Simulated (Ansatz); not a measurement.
We consider zinc-blende InN (metastable phase), described by HSE06 (Ansatz, a quantum-chemistry and plane-wave program, PAW).

Settings: plane-wave cutoff 460 eV, 10×10×10 k mesh, Fermi–Dirac smearing 0.01 eV, scalar-relativistic PAW data made under PBE.

Response to compression and expansion:

| V (Å³/atom) | P (GPa) | direct gap at Γ (eV) |
|---|---|---|
| 14.694 | 8.36 | 0.690 |
| 15.081 | 3.93 | 0.596 |
| 15.575 | -0.92 | 0.476 |
| 15.854 | -3.30 | 0.408 |
| 16.241 | -6.24 | 0.315 |

A straight line through the gaps at Γ against ln V gives a volume deformation potential dE_g(Γ)/d ln V of -3.7 eV: the gap at Γ widens under compression.

Measured, for comparison: band gap 0.61 eV (low temperature, no zero-point or thermal correction, photoluminescence, epilayer; as tabulated in Schörmann, As, Lischka, Schley, Goldhahn et al., Appl. Phys. Lett. 89, 261903 …).

Spin–orbit coupling is not included.
